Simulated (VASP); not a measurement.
Write the native input for VASP 6.6.1 that does the following.

* Task: single point
* Functional: PBEsol
* Potentials or basis: VASP PAW PBE potentials, release 64 (Mg)
* Cutoff: 520 eV
* k mesh: 3 × 2 × 3
* Occupations: fermi-dirac, width 0.1 eV
* Spin: no spin polarisation
* Dipole correction: no
* Further INCAR settings: ALGO = Normal; EDIFF = 1e-07; NBANDS = 25

The structure of Mg (a cell with a defect) lies in POSCAR:

```
Mg
1.0
    6.4200000000      0.0000000000      0.0000000000
   -4.8150000000      8.3398250000      0.0000000000
    0.0000000000      0.0000000000      5.2130400000
Mg
13
Direct
    0.0026842044     -0.0046596901     -0.0101677716
    0.1388229743      0.2050403935      0.5356544358
   -0.0155158544      0.3222519657      0.1185732317
    0.2091656047      0.5963589164      0.4839531252
   -0.0215957774      0.6402249448     -0.0164347482
    0.0528748532      0.8390769590      0.4961797723
    0.4700066379     -0.0312227175     -0.1390583997
    0.7919200828      0.3148525299      0.6526155564
    0.4557818021      0.3425576676     -0.0193455258
    0.6212037017      0.5287976666      0.4606751531
    0.5153338825      0.6715321964     -0.0403091095
    0.6544129165      0.8992174296      0.4141403097
    0.4655027841      0.1139835668      0.3162270000
```

The cell was built by a generator and needn't be a form met in nature.

These files were run (other wordings do the same):

INCAR

```
SYSTEM = Mg
ALGO = Normal
EDIFF = 1E-7
ENCUT = 520
GGA = PS
ISIF = 2
ISMEAR = -1
LASPH = .TRUE.
LCHARG = .FALSE.
LREAL = .FALSE.
LWAVE = .FALSE.
NBANDS = 25
NELM = 100
PREC = Accurate
SIGMA = 0.1
```

KPOINTS

```
k-points
0
G
  3 2 3
  0 0 0
```

Potentials or basis: VASP PAW PBE potentials, release 64 (Mg).

The run is started by

```console
$ cat potpaw_PBE.64/Mg/POTCAR > POTCAR
$ mpirun -np 1 vasp_std > vasp.out
```

Results of the run:

```
Pressure               : 3.8 GPa
Largest force          : 0.021 eV/Å
Band gap on the k mesh : none (metal or under the smearing width)
```

Caveat: the k mesh is coarse (spacing up to 0.40 Å⁻¹), so the values aren't converged; the PAW data sets were made with another functional, which shifts forces and pressure a little.

It took 72 s on 1 thread of Intel(R) Xeon(R) Platinum 8488C (Sapphire Rapids) (shared host), peak memory 0.36 GiB.
